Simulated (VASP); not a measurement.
Wanted: an ASE script for a VASP 6.6.1 run.

```
Task                   : band structure
Functional             : optB86b-vdW
Potentials or basis    : VASP PAW PBE potentials, release 64 (I)
Cutoff                 : 520 eV
k mesh                 : 9 × 9 × 9
Occupations            : gaussian, width 0.01 eV
Spin                   : no spin polarisation
Further INCAR settings : ALGO = Fast; EDIFF = 1.00e-06; NBANDS = 10; ISYM = 0
```

I:

```
CELL_PARAMETERS angstrom
0.00000 2.36560 3.90984
2.19225 0.00000 3.90984
2.19225 2.36560 0.00000
ATOMIC_POSITIONS crystal
I 0.00000 0.00000 0.00000
```

The input as run:

run.py

```python
from ase.calculators.vasp import Vasp
from ase.dft.bandgap import bandgap
from ase.spacegroup import crystal

atoms = crystal(
    ['I'],
    basis=[[0.0, 0.0, 0.0]],
    spacegroup=69,
    setting=1,
    cellpar=[4.38449093, 4.73120089, 7.81968026, 90.0, 90.0, 90.0],
    primitive_cell=True,
)
calc = Vasp(
    directory='calc',
    xc='optb86b-vdw',
    pp='PBE',
    setups='recommended',
    prec='Accurate',
    encut=520,
    ediff=1e-06,
    ismear=0,
    sigma=0.01,
    lreal=False,
    lasph=True,
    nelm=80,
    algo='Fast',
    isif=2,
    lwave=False,
    lcharg=True,
    kpts=[9, 9, 9],
    gamma=True,
    nbands=10,
)
atoms.calc = calc

print('energy (eV):', atoms.get_potential_energy())
print('free energy (eV):', atoms.get_potential_energy(force_consistent=True))
efermi = calc.get_fermi_level()
print('Fermi level (eV):', efermi)
path = atoms.cell.bandpath(npoints=60, eps=1e-4)
print('path:', path.path)
calc.set(kpts=path.kpts, reciprocal=True, icharg=11, isym=0, lcharg=False)
calc.calculate(atoms)
print('gap on the path (eV):', bandgap(calc, efermi=efermi)[0])
print('direct gap on the path (eV):', bandgap(calc, efermi=efermi, direct=True)[0])
```

Potentials or basis: VASP PAW PBE potentials, release 64 (I).

The run is started by

```bash
$ python run.py
```

Results of the run:

* Band gap along the path: none (metal or under the smearing width)

Caveat: the log is that of the step along the path at fixed density, whose energy, stress, charges and moments have no meaning; spin-orbit coupling is left out, which moves the levels of the heavy elements; an odd number of electrons without spin polarisation forces a metal; a magnetic or distorted state may lie lower.

Run time: 93 s on 1 thread of AMD EPYC 7R43 64-Core Processor (Zen 3), with other jobs on the host, peak memory 0.34 GiB.
